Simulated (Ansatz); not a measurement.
# Ag(111) / 3 layers Al(111) / Ag(111): resistance against film thickness, part 2 of 2

Wanted: interface resistance and thickness dependence for Ag(111) / 3 layers Al(111) / Ag(111).

Ansatz 0.2.0; Ansatz plane-wave DFT, PBE, PAW files; ballistic transport by layer matching (Landauer), zero bias.

So far. Step 2 (With 3 layers): The lead's potential steps by 7.9 meV from period to period, small in itself. The program estimates the junction's conductance to 4 % from the k-mesh, 0.3 % from the leads' distance from neutral and 0.4 % from their steps. Step 3 (With 5 layers, film layers 5): The conductance of the junction is 7.0e14 S/m², 4.3 % under the 7.3e14 S/m² of the last finished run, within the error estimates, leads' steps apart, of 4 and 4.8 %.

### Step 4. With 6 layers, film layers 6

The stack now holds 6 film layers; the k-mesh follows the cell, and the energies span -0.27 to 0.27 eV.

System of this step: Ag(111) / 6 layers Al(111) / Ag(111). The cell holds 14 atoms: 8 Ag and 6 Al. Its edges and angles: a = 2.889 Å, b = 2.889 Å, c = 32.677 Å, α = 87.5°, β = 92.5°, γ = 120.0°. It derives from Ag and Al. Regions: lead, 8 atoms (8 Ag); films, 6 atoms (6 Al). The structure is stacked along c, and the current runs across the ab planes.

Contents of input.yaml:

```yaml
crystal:
  lattice:
    - [2.8893797293, 0.0, 0.0]
    - [-1.4446898646, 2.5022762467, 0.0]
    - [-1.4446898646, 0.8340920822, 32.6347690441]
  atoms:
    - { symbol: Ag, position: [0.0120483395, 0.9879516605, 0.0361450186] }
    - { symbol: Ag, position: [0.369478352, 0.630521648, 0.1084350559] }
    - { symbol: Ag, position: [0.7269083644, 0.2730916356, 0.1807250931] }
    - { symbol: Ag, position: [0.0843383768, 0.9156616232, 0.2530151304] }
    - { symbol: Al, position: [0.4414333747, 0.5585666253, 0.3243001242] }
    - { symbol: Al, position: [0.7981933582, 0.2018066418, 0.3945800745] }
    - { symbol: Al, position: [0.1549533416, 0.8450466584, 0.4648600248] }
    - { symbol: Al, position: [0.5117133251, 0.4882866749, 0.5351399752] }
    - { symbol: Al, position: [0.8684733085, 0.1315266915, 0.6054199255] }
    - { symbol: Al, position: [0.2252332919, 0.7747667081, 0.6756998758] }
    - { symbol: Ag, position: [0.5823282899, 0.4176717101, 0.7469848696] }
    - { symbol: Ag, position: [0.9397583023, 0.0602416977, 0.8192749069] }
    - { symbol: Ag, position: [0.2971883147, 0.7028116853, 0.8915649441] }
    - { symbol: Ag, position: [0.6546183271, 0.3453816729, 0.9638549814] }
kpoints:
  mp_grid: { grid: [15, 15, 1] }
hamiltonian:
  xc: pbe
scf:
  occupations: { method: fermi_dirac, width: 0.1 }
output:
  transmission:
    leads: [[0, 1]]
    kmesh: [28, 28]
    e_range: [-0.27, 0.27]
    de: 0.036
  write_potential: true
  write_density: true
  volumetric_format: npy
```

On the command line:

```bash
> ansatz run input.yaml --threads 4 --pin off --max-ram 8192MiB --backend cpu --events-out ev --progress --plain --runs-dir out
```

Numbers of over 12 decimals in the logs are rounded to 6 here.

The program printed:

```text
[...]
Crystal: 14 atoms, lattice volume = 235.950 Å³
Basis set: ecut = 420 eV, 4591 PW (Γ)
Bands: 102, of which v1, the nominal top of the filled ones, is band 85 counted from 1 (84 counted from 0)
Symmetry: 4 space group operations
k-points: 64 of 225
[...]
--- Transmission ---
  basis      : 61 plane waves across, 41 finite elements along
  points     : 211, standing for a mesh of 28 x 28
[...]
filled         : 41.0 meV over the level at which it is neutral
    channels       : 7.844388e-1 a spin
[...]
slowest decay  : 0.0484 /Å at (0.0714, 0.0000)
  junction   : crystal 0 to crystal 0, 0.70 to 30.97 Å
    transmission   : 6.282109e-1 a spin
[...]
resistance     : 2.7717e-4 Ω µm² beyond half of each lead's own
[key lines of the parts left out:]
SCF converged after 9 iterations
Free energy (F): -63949.560700 eV
Fermi energy:    13.463288 eV
```

Run time: 88 s. Hardware: 4 threads of Arm Neoverse V2, shared host; peak memory 1.4 GiB; 5.7 min of CPU time.

Numbers from this step:

```
free energy                                                                : -63949.5607 eV
energy at zero smearing                                                    : -63949.4863 eV
Fermi energy                                                               : 13.46 eV
step of the lead's potential                                               : 6.7 meV
ballistic conductance of the lead                                          : 8.44e14 S/m²
estimated errors of the lead's conductance                                 : 0, 3.6, 0.1 % (band edges, k-mesh, distance from neutral)
lead conductance per cell                                                  : 0.7879 G₀
conductance of the junction                                                : 6.84e14 S/m²
junction conductance per cell                                              : 0.6384 G₀
estimated errors of the junction's conductance                             : 0.2, 0, 6.5, 1.3, 1.5 % (energy step, band edges, k-mesh, leads' steps, distance from neutral)
area resistance that the stack adds (contact term taken off, spin by spin) : 0.2772 fΩ m²
```

Per spin. Table of transmission, zone mean by energy, zero at the Fermi level:

| energy (eV) | transmission, zone mean |
| --- | --- |
| -0.270 | 0.646 |
| -0.234 | 0.652 |
| -0.198 | 0.654 |
| -0.162 | 0.655 |
| -0.126 | 0.655 |
| -0.090 | 0.658 |
| -0.054 | 0.654 |
| -0.018 | 0.645 |
| 0.018 | 0.628 |
| 0.054 | 0.618 |
| 0.090 | 0.645 |
| 0.126 | 0.652 |
| 0.162 | 0.672 |
| 0.198 | 0.676 |
| 0.234 | 0.676 |
| 0.270 | 0.673 |

The conductance of the junction is 6.8e14 S/m², 2.5 % under the 7.0e14 S/m² of the last finished run, within the error estimates, leads' steps apart, of 4.8 and 6.5 %.

### Step 5. With 8 layers, film layers 8

The stack now holds 8 film layers; the k-mesh follows the cell, and the energies span -0.27 to 0.27 eV.

System of this step: Ag(111) / 8 layers Al(111) / Ag(111). The cell holds 16 atoms: 8 Ag and 8 Al. Its edges and angles: a = 2.889 Å, b = 2.889 Å, c = 37.259 Å, α = 92.2°, β = 87.8°, γ = 120.0°. It derives from Ag and Al. Regions: lead, 8 atoms (8 Ag); films, 8 atoms (8 Al). The structure is stacked along c, and the current runs across the ab planes.

Contents of input.yaml:

```yaml
crystal:
  lattice:
    - [2.8893797293, 0.0, 0.0]
    - [-1.4446898646, 2.5022762467, 0.0]
    - [1.4446898646, -0.8340920822, 37.2219089388]
  atoms:
    - { symbol: Ag, position: [0.9894364693, 0.0105635307, 0.0316905921] }
    - { symbol: Ag, position: [0.3016427412, 0.6983572588, 0.0950717764] }
    - { symbol: Ag, position: [0.6138490131, 0.3861509869, 0.1584529607] }
    - { symbol: Ag, position: [0.926055285, 0.073944715, 0.221834145] }
    - { symbol: Al, position: [0.238555285, 0.761444715, 0.284334145] }
    - { symbol: Al, position: [0.5513490131, 0.4486509869, 0.3459529607] }
    - { symbol: Al, position: [0.8641427412, 0.1358572588, 0.4075717764] }
    - { symbol: Al, position: [0.1769364693, 0.8230635307, 0.4691905921] }
    - { symbol: Al, position: [0.4897301974, 0.5102698026, 0.5308094079] }
    - { symbol: Al, position: [0.8025239255, 0.1974760745, 0.5924282236] }
    - { symbol: Al, position: [0.1153176536, 0.8846823464, 0.6540470393] }
    - { symbol: Al, position: [0.4281113817, 0.5718886183, 0.715665855] }
    - { symbol: Ag, position: [0.7406113817, 0.2593886183, 0.778165855] }
    - { symbol: Ag, position: [0.0528176536, 0.9471823464, 0.8415470393] }
    - { symbol: Ag, position: [0.3650239255, 0.6349760745, 0.9049282236] }
    - { symbol: Ag, position: [0.6772301974, 0.3227698026, 0.9683094079] }
kpoints:
  mp_grid: { grid: [15, 15, 1] }
hamiltonian:
  xc: pbe
scf:
  occupations: { method: fermi_dirac, width: 0.1 }
output:
  transmission:
    leads: [[0, 1]]
    kmesh: [28, 28]
    e_range: [-0.27, 0.27]
    de: 0.036
  write_potential: true
  write_density: true
  volumetric_format: npy
```

The program printed:

```text
[...]
Crystal: 16 atoms, lattice volume = 269.115 Å³
Basis set: ecut = 420 eV, 5243 PW (Γ)
Bands: 106, of which v1, the nominal top of the filled ones, is band 88 counted from 1 (87 counted from 0)
Symmetry: 4 space group operations
k-points: 64 of 225
[...]
--- Transmission ---
  basis      : 61 plane waves across, 46 finite elements along
  points     : 211, standing for a mesh of 28 x 28
[...]
filled         : 38.3 meV over the level at which it is neutral
    channels       : 7.844388e-1 a spin
[...]
slowest decay  : 0.0476 /Å at (-0.0714, 0.0714)
  junction   : crystal 0 to crystal 0, 0.70 to 35.56 Å
    transmission   : 6.226459e-1 a spin
[...]
resistance     : 2.9651e-4 Ω µm² beyond half of each lead's own
[key lines of the parts left out:]
SCF converged after 9 iterations
Free energy (F): -65024.566489 eV
Fermi energy:    12.773280 eV
```

It took 98 s on 4 threads; peak memory 1.6 GiB.

Numbers from this step:

* free energy: -65024.5665 eV
* energy at zero smearing: -65024.4762 eV
* Fermi energy: 12.77 eV
* step of the lead's potential: 8.2 meV
* lead conductance per cell: 0.7877 G₀
* conductance of the junction: 6.75e14 S/m²
* junction conductance per cell: 0.6300 G₀
* estimated errors of the junction's conductance: 0.2, 0, 4.9, 1.6, 1.2 % (energy step, band edges, k-mesh, leads' steps, distance from neutral)
* area resistance that the stack adds (contact term taken off, spin by spin): 0.2965 fΩ m²

Per spin. Table of transmission, zone mean by energy, zero at the Fermi level:

| energy (eV) | transmission, zone mean |
| --- | --- |
| -0.270 | 0.642 |
| -0.234 | 0.649 |
| -0.198 | 0.651 |
| -0.162 | 0.653 |
| -0.126 | 0.648 |
| -0.090 | 0.647 |
| -0.054 | 0.643 |
| -0.018 | 0.634 |
| 0.018 | 0.623 |
| 0.054 | 0.619 |
| 0.090 | 0.622 |
| 0.126 | 0.640 |
| 0.162 | 0.644 |
| 0.198 | 0.645 |
| 0.234 | 0.650 |
| 0.270 | 0.662 |

The conductance of the junction is 6.8e14 S/m², 1.3 % under the 6.8e14 S/m² of the last finished run, within the error estimates, leads' steps apart, of 6.5 and 4.9 %.

### Step 6. With 10 layers, film layers 10

The stack now holds 10 film layers; the k-mesh follows the cell, and the energies span -0.27 to 0.27 eV.

System of this step: Ag(111) / 10 layers Al(111) / Ag(111). The cell holds 18 atoms: 8 Ag and 10 Al. Its edges and angles: a = 2.889 Å, b = 2.889 Å, c = 41.809 Å, α = 90.0°, β = 90.0°, γ = 120.0°. It derives from Ag and Al. Regions: lead, 8 atoms (8 Ag); films, 10 atoms (10 Al). The structure is stacked along c, and the current runs across the ab planes.

Contents of input.yaml:

```yaml
crystal:
  lattice:
    - [2.8893797293, 0.0, 0.0]
    - [-1.4446898646, 2.5022762467, 0.0]
    - [0.0, 0.0, 41.8090488336]
  atoms:
    - { symbol: Ag, position: [0.0, 0.0, 0.0282136133] }
    - { symbol: Ag, position: [0.3333333333, 0.6666666667, 0.0846408398] }
    - { symbol: Ag, position: [0.6666666667, 0.3333333333, 0.1410680664] }
    - { symbol: Ag, position: [0.0, 0.0, 0.1974952929] }
    - { symbol: Al, position: [0.3333333333, 0.6666666667, 0.2531380155] }
    - { symbol: Al, position: [0.6666666667, 0.3333333333, 0.3079962343] }
    - { symbol: Al, position: [0.0, 0.0, 0.3628544531] }
    - { symbol: Al, position: [0.3333333333, 0.6666666667, 0.4177126718] }
    - { symbol: Al, position: [0.6666666667, 0.3333333333, 0.4725708906] }
    - { symbol: Al, position: [0.0, 0.0, 0.5274291094] }
    - { symbol: Al, position: [0.3333333333, 0.6666666667, 0.5822873282] }
    - { symbol: Al, position: [0.6666666667, 0.3333333333, 0.6371455469] }
    - { symbol: Al, position: [0.0, 0.0, 0.6920037657] }
    - { symbol: Al, position: [0.3333333333, 0.6666666667, 0.7468619845] }
    - { symbol: Ag, position: [0.6666666667, 0.3333333333, 0.8025047071] }
    - { symbol: Ag, position: [0.0, 0.0, 0.8589319336] }
    - { symbol: Ag, position: [0.3333333333, 0.6666666667, 0.9153591602] }
    - { symbol: Ag, position: [0.6666666667, 0.3333333333, 0.9717863867] }
kpoints:
  mp_grid: { grid: [15, 15, 1] }
hamiltonian:
  xc: pbe
scf:
  occupations: { method: fermi_dirac, width: 0.1 }
output:
  transmission:
    leads: [[0, 1]]
    kmesh: [28, 28]
    e_range: [-0.27, 0.27]
    de: 0.036
  write_potential: true
  write_density: true
  volumetric_format: npy
```

The program printed:

```text
[...]
Crystal: 18 atoms, lattice volume = 302.281 Å³
Basis set: ecut = 420 eV, 5911 PW (Γ)
Bands: 110, of which v1, the nominal top of the filled ones, is band 91 counted from 1 (90 counted from 0)
Symmetry: 12 space group operations
[...]
k-points: 27 of 225
[...]
--- Transmission ---
  basis      : 61 plane waves across, 52 finite elements along
  points     : 80, standing for a mesh of 28 x 28
[...]
filled         : 34.5 meV over the level at which it is neutral
    channels       : 7.844388e-1 a spin
[...]
slowest decay  : 0.0464 /Å at (0.0714, 0.0000)
  junction   : crystal 0 to crystal 0, 0.70 to 40.15 Å
    transmission   : 6.026020e-1 a spin
[...]
resistance     : 3.6825e-4 Ω µm² beyond half of each lead's own
[key lines of the parts left out:]
SCF converged after 9 iterations
Free energy (F): -66099.561080 eV
Fermi energy:    12.248577 eV
```

Wall time 43 s (4 threads); peak memory 1.3 GiB.

Numbers from this step:

```
free energy                                                                : -66099.5611 eV
energy at zero smearing                                                    : -66099.4507 eV
Fermi energy                                                               : 12.25 eV
step of the lead's potential                                               : 6.2 meV
estimated errors of the lead's conductance                                 : 0, 3.6, 0 % (band edges, k-mesh, distance from neutral)
lead conductance per cell                                                  : 0.7874 G₀
conductance of the junction                                                : 6.44e14 S/m²
junction conductance per cell                                              : 0.6007 G₀
estimated errors of the junction's conductance                             : 0.1, 0, 6.6, 1.6, 0.1 % (energy step, band edges, k-mesh, leads' steps, distance from neutral)
area resistance that the stack adds (contact term taken off, spin by spin) : 0.3682 fΩ m²
```

Per spin. Transmission, zone mean against energy, zero at the Fermi level:

| energy (eV) | transmission, zone mean |
| --- | --- |
| -0.270 | 0.616 |
| -0.234 | 0.608 |
| -0.198 | 0.597 |
| -0.162 | 0.584 |
| -0.126 | 0.584 |
| -0.090 | 0.595 |
| -0.054 | 0.597 |
| -0.018 | 0.604 |
| 0.018 | 0.603 |
| 0.054 | 0.592 |
| 0.090 | 0.590 |
| 0.126 | 0.626 |
| 0.162 | 0.634 |
| 0.198 | 0.649 |
| 0.234 | 0.648 |
| 0.270 | 0.659 |

The conductance of the junction is 6.4e14 S/m², 4.6 % under the 6.8e14 S/m² of the last finished run, within the error estimates, leads' steps apart, of 4.9 and 6.6 %.

### Step 7. All levels side by side

Times are for 4 threads of Arm Neoverse V2, shared host. Results by setting:

| no. | film layers | area resistance that the stack adds (contact term taken off, spin by spin) (fΩ m²) | conductance of the junction (S/m²) | time | memory (GiB) |
| --- | --- | --- | --- | --- | --- |
| 1 | 3 | 0.1773 | 7.34e14 | 2.8 min | 1.1 |
| 2 | 5 | 0.2389 | 7.02e14 | 84 s | 1.3 |
| 3 | 6 | 0.2772 | 6.84e14 | 88 s | 1.4 |
| 4 | 8 | 0.2965 | 6.75e14 | 98 s | 1.6 |
| 5 | 10 | 0.3682 | 6.44e14 | 43 s | 1.3 |

### Step 8. Outcome

- area resistance, 3 layers: 0.177 fΩ m²
- area resistance, 5 layers: 0.239 fΩ m²
- area resistance, 6 layers: 0.277 fΩ m²
- area resistance, 8 layers: 0.297 fΩ m²
- area resistance, 10 layers: 0.368 fΩ m²

What this shows: The stack adds 0.18 fΩ m² with 3 layers and 0.37 fΩ m² with 10. From 5 to 10 layers it grows by 54 %, though no single step exceeds the two runs' error estimates together; nothing scatters inside a perfect film, so this is no ohmic growth. Atoms sit on ideal sites and aren't relaxed. Al(111) is stretched by 0.94 % in plane to fit Ag(111), at its own atomic volume. 1 further run is left out: refused by the program, or repeats without effect or without named leads.

[Logs are printed without paths, hosts, clocks, repeated set-up lines and the standing remarks that a program may print on its own settings, such as how far it seeks lower states.]

[Hosts, paths, dates, database ids (printed as entryN), source tags and the programs' standing remarks are cut or masked in the printed files.]
